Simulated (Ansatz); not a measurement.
Crystal: RbBr.

```
Rb Br
1.0
     4.12608    0.00000    0.00000
     0.00000    4.12608    0.00000
     0.00000    0.00000    4.12608
Rb Br
1 1
Direct
  0.00000 0.00000 0.00000
  0.50000 0.50000 0.50000
```

The cell comes from a database or a generator and needn't be the stable form of this composition.

Base run:

```yaml
Program: Ansatz 0.2.0
Functional: HSE06 form with a typed share of exact exchange
Potentials_or_basis: Ansatz PAW
Cutoff: "420 eV (not typed: the program's choice for these potentials)"
k_mesh: 4 × 4 × 4
Occupations: fermi-dirac, width 0.05 eV
Spin: no spin polarisation
```

Its results: band gap on the k mesh 5.28 eV, indirect (least direct gap 5.45 eV); pressure 0.5 GPa.

**Question.** The run is repeated on the same cell with these changes: share of exact exchange from 0.25 to 0.15. What comes out?

**Answer.** Band gap on the k mesh 4.80 eV, indirect (least direct gap 4.96 eV); pressure 0.6 GPa.

Caveats: the PAW data sets come from PBE, with cores solved anew for the run's functional, which leaves a small shift of forces and pressure; the thresholds are loose for stress.

A k mesh can miss the band edges.
